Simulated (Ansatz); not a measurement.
# SnO2: a tetragonal deformation path

Aim: for SnO2, look for other minima along a tetragonal path.

Computed with Ansatz 0.2.0 (DFT r2SCAN, scalar-relativistic, plane waves, PAW, unless a step's input says otherwise).

**1. Starting point**

Symmetry: P4_2/mnm, No. 136, tetragonal system. The conventional cell has a = 4.760 Å, b = 4.760 Å, c = 3.201 Å, α = 90.00°, β = 90.00°, γ = 90.00°. Around Sn (site symmetry mmm) lie 6 O at 2.06 to 2.07 Å. O (site symmetry m2m) has 3 Sn at 2.06 to 2.07 Å in its first shell of neighbours.

Structure file:

```
CELL_PARAMETERS angstrom
4.75982 0.00000 0.00000
0.00000 4.76006 0.00000
0.00000 0.00000 3.20071
ATOMIC_POSITIONS crystal
Sn 0.50000 0.50000 0.50000
Sn 0.00000 0.00000 0.00000
O 0.30586 0.30596 0.00000
O 0.80586 0.19404 0.50000
O 0.19414 0.80596 0.50000
O 0.69414 0.69404 0.00000
```

It goes back to an entry of the Materials Project, which need not be the stable form.

It is the result of an earlier relaxation at this level (volume 12.09 Å³/atom; gap on the mesh: 1.77 eV).

**2. The undisturbed cell**

Input file input.yaml:

```yaml
crystal:
  lattice:
    - [4.7598181028, 0.0, 0.0]
    - [0.0, 4.7600576175, 0.0]
    - [0.0, 0.0, 3.2007107555]
  atoms:
    - { symbol: Sn, position: [0.5, 0.5, 0.5] }
    - { symbol: Sn, position: [0.0, 0.0, 0.0] }
    - { symbol: O, position: [0.3058623572, 0.3059582262, 0.0] }
    - { symbol: O, position: [0.8058623572, 0.1940417738, 0.5] }
    - { symbol: O, position: [0.1941376428, 0.8059582262, 0.5] }
    - { symbol: O, position: [0.6941376428, 0.6940417738, 0.0] }
basis:
  ecutwfc: 500
kpoints:
  mp_grid: { grid: [6, 6, 10] }
hamiltonian:
  xc: r2scan
scf:
  occupations: { method: gaussian, width: 0.05 }
output:
  forces: true
  stress: true
  eigenvalues: true
  write_density: true
  write_potential: true
  elf: true
  volumetric_format: npy
```

Run with:

```sh
$ ansatz run input.yaml --threads 1 --pin off --max-ram 2560MiB --backend cpu --events-out ev --progress --plain --runs-dir out
```

Standard output, cut to the lines that bear on the results:

```text
Warning: RAYON_NUM_THREADS=1 ignored (pool sized by the plan → 1); use --threads N
[...]
Pseudopotentials: kind: paw
Pseudopotential: Sn, paw, valence charge 14, recommended cutoff 500 eV (meta_gga), Sn.paw.azcp
Pseudopotential: O, paw, valence charge 6, recommended cutoff 500 eV (meta_gga), O.paw.azcp
Functional definition: r2SCAN
[...]
Crystal: 6 atoms, lattice volume = 72.519 Å³
Basis set: ecut = 500 eV, 1867 PW (Γ), exchange–correlation on 144×144×96 points (64 copies of the dense FFT grid, shifted against one another)
Bands: 32, of which v1, the nominal top of the filled ones, is band 26 counted from 1 (25 counted from 0)
Symmetry: 8 space group operations
Space group: Pnnm (ITA 58), of the structure as read, at distance tolerance 4.2e-5 Å
k-points: 96 of 360
[...]
SCF iter   1: F=—  HF=-14352.324505 eV  |F-HF|=—  |Δ(HF+E_count)|=         —  Δρ=1.03e-2  dr2=5.59e-2  dr2_τ=2.69e-1  ethr=1.77e-3  ⟨swp⟩=5.9  Hψ=13397  notcnv=0  defer=14
[...]
SCF iter   7: F=-14352.427985 eV  HF=-14352.427985 eV  |F-HF|=1.56e-8  |Δ(HF+E_count)|=   6.34e-7  Δρ=7.30e-6  dr2=3.53e-8  dr2_τ=1.98e-9  ethr=1.92e-10  ⟨swp⟩=13.0  Hψ=24247  notcnv=0
[...]
SCF converged after 7 iterations
Free energy (F): -14352.427985 eV
[...]
E sigma→0 (E₀):  -14352.427985 eV
Fermi energy:    9.765319 eV
[...]
--- Forces (eV/Å), atoms counted from 1 ---
  atom   1  Sn    -0.00000000     0.00000000     0.00000000
  atom   2  Sn     0.00000000    -0.00000000     0.00000000
  atom   3  O      0.00003524    -0.00029375     0.00000000
  atom   4  O      0.00003524     0.00029375     0.00000000
  atom   5  O     -0.00003524    -0.00029375     0.00000000
  atom   6  O     -0.00003524     0.00029375     0.00000000
[...]
--- Stress (GPa, compression-positive) ---
        0.003838       0.000000       0.000000
        0.000000       0.003583       0.000000
        0.000000       0.000000       0.007933
  P = ⅓ Tr σ = 0.0051 GPa (0.051 kbar)
--- Band table (eV; the first three rows and the last of 96) ---
[...]
```

Run time: 61 s. Hardware: 1 thread of Intel Xeon at 2.50GHz (Skylake/Cascade Lake), shared host; peak memory 0.63 GiB.

Density in a lattice plane of the grid's cell (edges 4.76 and 4.76 Å, at 0.000 of the third edge), which holds Sn and O.

Ten even steps from '0' (0.03 e/Å³) to '9' (17.12 e/Å³):
```
763100000000000000000136
331000000000000000000013
110000000000000000000001
000000000000000111100000
000000000000001233210000
000000000000001344320000
000000000000001233310000
000000000000000122100000
000000000000000000000000
000000000000000000000000
000000000000000000000000
000000122100000000000000
000001333210000000000000
000002344310000000000000
000001233210000000000000
000000111100000000000000
110000000000000000000001
331000000000000000000013
763100000000000000000136
984100000000000000000148
```
Columns run along the first of these edges and rows up along the second, over one cell in 24 and 20 even steps from the bottom left corner. Atoms in the plane (fractional): Sn at (0.00, 0.00), O at (0.31, 0.31), O at (0.69, 0.69).

ELF in the same plane.

Ten even steps from '0' (0.00) to '9' (0.85):
```
000122100000012332212100
001221100000246776422110
222211000001478999863221
222110000003689999997321
111100000014799976899731
100000000014799743699852
000000000013689855899862
000000000001468888999851
000012333110136899998630
001357777531013577775310
003689999863101133321000
015899988886410000000000
026899855898631000000000
125899634799741000000000
113799867999741000000111
212379999998630000001122
212236899987410000011222
001122467764200000112210
000121223321000000122100
000122110000000001122100
```
Columns run along the first of these edges and rows up along the second, over one cell in 24 and 20 even steps from the bottom left corner. Atoms in the plane (fractional): Sn at (0.00, 0.00), O at (0.31, 0.31), O at (0.69, 0.69).

Both are smooth fields of the valence electrons: close to the nuclei they are not physical.

The highest ELF values outside the cores: 0.85 beside O, off the lines to its neighbours, 0.6 Å from O; 0.82 in the shell around O, 0.7 Å from O.

The reference gives a free energy of -14352.4280 eV, pressure 0.01 GPa, largest force 0.000 eV/Å and gap on the mesh 1.77 eV.

**3. The scan: a tetragonal deformation path**

At fixed volume and fractional coordinates, lengths along (0.000, 0.000, 1.000) are scaled against those across it; ρ is that ratio over its starting value.

**4. At ρ = 0.850**

input.yaml: that of step 2 with these lines changed.

```diff
@@ -2,5 +2,5 @@
   lattice:
-    - [4.7598181028, 0.0, 0.0]
-    - [0.0, 4.7600576175, 0.0]
-    - [0.0, 0.0, 3.2007107555]
+    - [5.0247838109, 0.0, 0.0]
+    - [0.0, 5.0250366587, 0.0]
+    - [0.0, 0.0, 2.8720525353]
   atoms:
@@ -24,5 +24 @@
   eigenvalues: true
-  write_density: true
-  write_potential: true
-  elf: true
-  volumetric_format: npy
```

Run with:

```sh
$ ansatz run input.yaml --threads 1 --pin off --max-ram 2560MiB --backend cpu --events-out ev --progress --plain --runs-dir out
```

Standard output, cut to the lines that bear on the results:

```text
Warning: RAYON_NUM_THREADS=1 ignored (pool sized by the plan → 1); use --threads N
[...]
[... 4 set-up lines as earlier in the session ...]
[...]
Crystal: 6 atoms, lattice volume = 72.519 Å³
Basis set: ecut = 500 eV, 1815 PW (Γ), exchange–correlation on 160×160×96 points (64 copies of the dense FFT grid, shifted against one another)
Bands: 32, of which v1, the nominal top of the filled ones, is band 26 counted from 1 (25 counted from 0)
[... 2 set-up lines as earlier in the session ...]
k-points: 96 of 360
[...]
SCF iter   1: F=—  HF=-14351.247242 eV  |F-HF|=—  |Δ(HF+E_count)|=         —  Δρ=1.01e-2  dr2=5.32e-2  dr2_τ=3.01e-1  ethr=1.77e-3  ⟨swp⟩=6.1  Hψ=13606  notcnv=0  defer=13
[...]
SCF iter   7: F=-14351.356733 eV  HF=-14351.356733 eV  |F-HF|=1.17e-8  |Δ(HF+E_count)|=   1.49e-8  Δρ=4.95e-6  dr2=1.68e-8  dr2_τ=1.78e-9  ethr=1.92e-10  ⟨swp⟩=5.2  Hψ=10961  notcnv=0
[...]
SCF converged after 7 iterations
Free energy (F): -14351.356733 eV
[...]
E sigma→0 (E₀):  -14351.356733 eV
Fermi energy:    9.859775 eV
[...]
--- Forces (eV/Å), atoms counted from 1 ---
  atom   1  Sn     0.00000000     0.00000000     0.00000000
  atom   2  Sn    -0.00000000     0.00000000     0.00000000
  atom   3  O     -0.34358084    -0.34380309     0.00000000
  atom   4  O     -0.34358084     0.34380309     0.00000000
  atom   5  O      0.34358084    -0.34380309     0.00000000
  atom   6  O      0.34358084     0.34380309     0.00000000
[...]
--- Stress (GPa, compression-positive) ---
       -4.793184       0.000000       0.000000
        0.000000      -4.793489       0.000000
        0.000000       0.000000      41.370023
  P = ⅓ Tr σ = 10.5945 GPa (105.945 kbar)
--- Band table (eV; the first three rows and the last of 96) ---
[...]
```

It took 58 s on 1 thread of Intel Xeon at 2.50GHz (Skylake/Cascade Lake), shared host; peak memory 0.67 GiB.

**5. ρ = 1.200**

input.yaml: that of step 4 with these lines changed.

```diff
@@ -2,5 +2,5 @@
   lattice:
-    - [5.0247838109, 0.0, 0.0]
-    - [0.0, 5.0250366587, 0.0]
-    - [0.0, 0.0, 2.8720525353]
+    - [4.4791603257, 0.0, 0.0]
+    - [0.0, 4.4793857176, 0.0]
+    - [0.0, 0.0, 3.6143809667]
   atoms:
```

Run with:

```sh
$ ansatz run input.yaml --threads 1 --pin off --max-ram 2560MiB --backend cpu --events-out ev --progress --plain --runs-dir out
```

Standard output, cut to the lines that bear on the results:

```text
[...]
SCF converged after 7 iterations
Free energy (F): -14351.410998 eV
[...]
E sigma→0 (E₀):  -14351.410998 eV
Fermi energy:    9.568360 eV
[...]
--- Forces (eV/Å), atoms counted from 1 ---
  atom   1  Sn    -0.00000000     0.00000000     0.00000000
  atom   2  Sn     0.00000000    -0.00000000     0.00000000
  atom   3  O      0.49726754     0.49680521     0.00000000
  atom   4  O      0.49726754    -0.49680521     0.00000000
  atom   5  O     -0.49726754     0.49680521     0.00000000
  atom   6  O     -0.49726754    -0.49680521     0.00000000
[...]
--- Stress (GPa, compression-positive) ---
        9.973056       0.000000       0.000000
        0.000000       9.972029       0.000000
        0.000000       0.000000     -24.125027
  P = ⅓ Tr σ = -1.3933 GPa (-13.933 kbar)
--- Band table (eV; the first three rows and the last of 96) ---
[...]
```

Wall time 54 s (1 thread of Intel Xeon at 2.50GHz (Skylake/Cascade Lake), shared host); peak memory 0.65 GiB.

**6. ρ = 0.920**

input.yaml: that of step 5 with these lines changed.

```diff
@@ -2,5 +2,5 @@
   lattice:
-    - [4.4791603257, 0.0, 0.0]
-    - [0.0, 4.4793857176, 0.0]
-    - [0.0, 0.0, 3.6143809667]
+    - [4.8939674963, 0.0, 0.0]
+    - [0.0, 4.8942137614, 0.0]
+    - [0.0, 0.0, 3.0276452039]
   atoms:
```

Run with:

```sh
$ ansatz run input.yaml --threads 1 --pin off --max-ram 2560MiB --backend cpu --events-out ev --progress --plain --runs-dir out
```

Standard output, cut to the lines that bear on the results:

```text
Warning: RAYON_NUM_THREADS=1 ignored (pool sized by the plan → 1); use --threads N
[...]
[... 4 set-up lines as earlier in the session ...]
[...]
Crystal: 6 atoms, lattice volume = 72.519 Å³
Basis set: ecut = 500 eV, 1851 PW (Γ), exchange–correlation on 144×144×96 points (64 copies of the dense FFT grid, shifted against one another)
Bands: 32, of which v1, the nominal top of the filled ones, is band 26 counted from 1 (25 counted from 0)
[... 2 set-up lines as earlier in the session ...]
k-points: 96 of 360
[...]
SCF iter   1: F=—  HF=-14352.055347 eV  |F-HF|=—  |Δ(HF+E_count)|=         —  Δρ=1.02e-2  dr2=5.43e-2  dr2_τ=2.83e-1  ethr=1.77e-3  ⟨swp⟩=5.9  Hψ=13508  notcnv=0  defer=13
[...]
SCF iter   7: F=-14352.161790 eV  HF=-14352.161790 eV  |F-HF|=6.41e-8  |Δ(HF+E_count)|=   7.06e-7  Δρ=1.15e-5  dr2=9.58e-8  dr2_τ=3.51e-9  ethr=1.92e-10  ⟨swp⟩=8.4  Hψ=14960  notcnv=0
[...]
SCF converged after 7 iterations
Free energy (F): -14352.161790 eV
[...]
E sigma→0 (E₀):  -14352.161790 eV
Fermi energy:    9.849010 eV
[...]
--- Forces (eV/Å), atoms counted from 1 ---
  atom   1  Sn     0.00000000    -0.00000000     0.00000000
  atom   2  Sn     0.00000000     0.00000000     0.00000000
  atom   3  O     -0.17469352    -0.17496606     0.00000000
  atom   4  O     -0.17469352     0.17496606     0.00000000
  atom   5  O      0.17469352    -0.17496606    -0.00000000
  atom   6  O      0.17469352     0.17496606     0.00000000
[...]
--- Stress (GPa, compression-positive) ---
       -2.827972       0.000000       0.000000
        0.000000      -2.828049       0.000000
        0.000000       0.000000      19.002311
  P = ⅓ Tr σ = 4.4488 GPa (44.488 kbar)
--- Band table (eV; the first three rows and the last of 96) ---
[...]
```

Run time: 41 s. Hardware: 1 thread of Intel Xeon at 2.50GHz (Skylake/Cascade Lake), shared host; peak memory 0.62 GiB.

**7. ρ = 1.100**

input.yaml: that of step 6 with these lines changed.

```diff
@@ -2,5 +2,5 @@
   lattice:
-    - [4.8939674963, 0.0, 0.0]
-    - [0.0, 4.8942137614, 0.0]
-    - [0.0, 0.0, 3.0276452039]
+    - [4.6109752881, 0.0, 0.0]
+    - [0.0, 4.611207313, 0.0]
+    - [0.0, 0.0, 3.4106845403]
   atoms:
```

Run with:

```sh
$ ansatz run input.yaml --threads 1 --pin off --max-ram 2560MiB --backend cpu --events-out ev --progress --plain --runs-dir out
```

Standard output, cut to the lines that bear on the results:

```text
[...]
SCF converged after 7 iterations
Free energy (F): -14352.128318 eV
[...]
E sigma→0 (E₀):  -14352.128318 eV
Fermi energy:    9.644072 eV
[...]
--- Forces (eV/Å), atoms counted from 1 ---
  atom   1  Sn    -0.00000000    -0.00000000     0.00000000
  atom   2  Sn    -0.00000000     0.00000000     0.00000000
  atom   3  O      0.22168613     0.22128695     0.00000000
  atom   4  O      0.22168613    -0.22128695     0.00000000
  atom   5  O     -0.22168613     0.22128695     0.00000000
  atom   6  O     -0.22168613    -0.22128695     0.00000000
[...]
--- Stress (GPa, compression-positive) ---
        4.434620       0.000000       0.000000
        0.000000       4.433845       0.000000
        0.000000       0.000000     -15.542860
  P = ⅓ Tr σ = -2.2248 GPa (-22.248 kbar)
--- Band table (eV; the first three rows and the last of 96) ---
[...]
```

It took 50 s on 1 thread of Intel Xeon at 2.50GHz (Skylake/Cascade Lake), shared host; peak memory 0.64 GiB.

**8. Point ρ = 0.960**

input.yaml: that of step 7 with these lines changed.

```diff
@@ -2,5 +2,5 @@
   lattice:
-    - [4.6109752881, 0.0, 0.0]
-    - [0.0, 4.611207313, 0.0]
-    - [0.0, 0.0, 3.4106845403]
+    - [4.8250291939, 0.0, 0.0]
+    - [0.0, 4.82527199, 0.0]
+    - [0.0, 0.0, 3.1147790951]
   atoms:
```

Run with:

```sh
$ ansatz run input.yaml --threads 1 --pin off --max-ram 2560MiB --backend cpu --events-out ev --progress --plain --runs-dir out
```

Standard output, cut to the lines that bear on the results:

```text
Warning: RAYON_NUM_THREADS=1 ignored (pool sized by the plan → 1); use --threads N
[...]
[... 4 set-up lines as earlier in the session ...]
[...]
Crystal: 6 atoms, lattice volume = 72.519 Å³
Basis set: ecut = 500 eV, 1859 PW (Γ), exchange–correlation on 144×144×96 points (64 copies of the dense FFT grid, shifted against one another)
Bands: 32, of which v1, the nominal top of the filled ones, is band 26 counted from 1 (25 counted from 0)
[... 2 set-up lines as earlier in the session ...]
k-points: 96 of 360
[...]
SCF iter   1: F=—  HF=-14352.261470 eV  |F-HF|=—  |Δ(HF+E_count)|=         —  Δρ=1.03e-2  dr2=5.52e-2  dr2_τ=2.75e-1  ethr=1.77e-3  ⟨swp⟩=6.0  Hψ=13494  notcnv=0  defer=11
[...]
SCF iter   7: F=-14352.366246 eV  HF=-14352.366246 eV  |F-HF|=3.93e-8  |Δ(HF+E_count)|=   7.02e-7  Δρ=9.65e-6  dr2=6.44e-8  dr2_τ=2.82e-9  ethr=1.92e-10  ⟨swp⟩=8.1  Hψ=14937  notcnv=0
[...]
SCF converged after 7 iterations
Free energy (F): -14352.366246 eV
[...]
E sigma→0 (E₀):  -14352.366246 eV
Fermi energy:    9.812804 eV
[...]
--- Forces (eV/Å), atoms counted from 1 ---
  atom   1  Sn     0.00000000     0.00000000     0.00000000
  atom   2  Sn    -0.00000000     0.00000000     0.00000000
  atom   3  O     -0.08572359    -0.08602470     0.00000000
  atom   4  O     -0.08572359     0.08602470     0.00000000
  atom   5  O      0.08572359    -0.08602470     0.00000000
  atom   6  O      0.08572359     0.08602470     0.00000000
[...]
--- Stress (GPa, compression-positive) ---
       -1.489125       0.000000       0.000000
        0.000000      -1.489214       0.000000
        0.000000       0.000000       8.694856
  P = ⅓ Tr σ = 1.9055 GPa (19.055 kbar)
--- Band table (eV; the first three rows and the last of 96) ---
[...]
```

Run time: 47 s. Hardware: 1 thread of Intel Xeon at 2.50GHz (Skylake/Cascade Lake), shared host; peak memory 0.63 GiB.

**9. Point ρ = 1.050**

input.yaml: that of step 8 with these lines changed.

```diff
@@ -2,5 +2,5 @@
   lattice:
-    - [4.8250291939, 0.0, 0.0]
-    - [0.0, 4.82527199, 0.0]
-    - [0.0, 0.0, 3.1147790951]
+    - [4.6830334159, 0.0, 0.0]
+    - [0.0, 4.6832690668, 0.0]
+    - [0.0, 0.0, 3.3065312275]
   atoms:
```

Run with:

```sh
$ ansatz run input.yaml --threads 1 --pin off --max-ram 2560MiB --backend cpu --events-out ev --progress --plain --runs-dir out
```

Standard output, cut to the lines that bear on the results:

```text
Warning: RAYON_NUM_THREADS=1 ignored (pool sized by the plan → 1); use --threads N
[...]
[... 4 set-up lines as earlier in the session ...]
[...]
Crystal: 6 atoms, lattice volume = 72.519 Å³
Basis set: ecut = 500 eV, 1813 PW (Γ), exchange–correlation on 144×144×100 points (64 copies of the dense FFT grid, shifted against one another)
Bands: 32, of which v1, the nominal top of the filled ones, is band 26 counted from 1 (25 counted from 0)
[... 2 set-up lines as earlier in the session ...]
k-points: 96 of 360
[...]
SCF iter   1: F=—  HF=-14352.244646 eV  |F-HF|=—  |Δ(HF+E_count)|=         —  Δρ=1.03e-2  dr2=5.65e-2  dr2_τ=2.63e-1  ethr=1.77e-3  ⟨swp⟩=6.0  Hψ=13441  notcnv=0  defer=3
[...]
SCF iter   7: F=-14352.346261 eV  HF=-14352.346261 eV  |F-HF|=4.74e-9  |Δ(HF+E_count)|=   5.49e-7  Δρ=5.81e-6  dr2=2.14e-8  dr2_τ=1.58e-9  ethr=1.92e-10  ⟨swp⟩=7.8  Hψ=14946  notcnv=0
[...]
SCF converged after 7 iterations
Free energy (F): -14352.346261 eV
[...]
E sigma→0 (E₀):  -14352.346261 eV
Fermi energy:    9.701746 eV
[...]
--- Forces (eV/Å), atoms counted from 1 ---
  atom   1  Sn     0.00000000     0.00000000     0.00000000
  atom   2  Sn     0.00000000    -0.00000000     0.00000000
  atom   3  O      0.10745398     0.10708981     0.00000000
  atom   4  O      0.10745398    -0.10708981     0.00000000
  atom   5  O     -0.10745398     0.10708981     0.00000000
  atom   6  O     -0.10745398    -0.10708981     0.00000000
[...]
--- Stress (GPa, compression-positive) ---
        2.090406       0.000000       0.000000
        0.000000       2.089897       0.000000
        0.000000       0.000000      -8.783799
  P = ⅓ Tr σ = -1.5345 GPa (-15.345 kbar)
--- Band table (eV; the first three rows and the last of 96) ---
[...]
```

It took 50 s on 1 thread of Intel Xeon at 2.50GHz (Skylake/Cascade Lake), shared host; peak memory 0.64 GiB.

**10. The scan collected**

All points in order; energies are free energies above the reference cell:

```
    ρ  ΔE (meV/atom)  pressure (GPa)  gap on the mesh (eV)  space group
0.850          178.5            10.6                  2.29     P4_2/mnm
0.920           44.4             4.4                  2.06     P4_2/mnm
0.960           10.3             1.9                  1.91     P4_2/mnm
1.000            0.0             0.0                  1.77     P4_2/mnm
1.050           13.6            -1.5                  1.63     P4_2/mnm
1.100           49.9            -2.2                  1.54     P4_2/mnm
1.200          169.5            -1.4                  1.56     P4_2/mnm
```

**11. Outcome**

| quantity | value |
| --- | --- |
| highest point | 178.5 meV/atom at ρ = 0.850 |

What this shows: The undisturbed cell stays the lowest of the sampled points. No sampled point inside the path is a dip, apart from those named. The gap on the mesh stays between 1.54 and 2.29 eV.

Spin-orbit coupling is left out, though the cell holds Sn; it can move the gap.
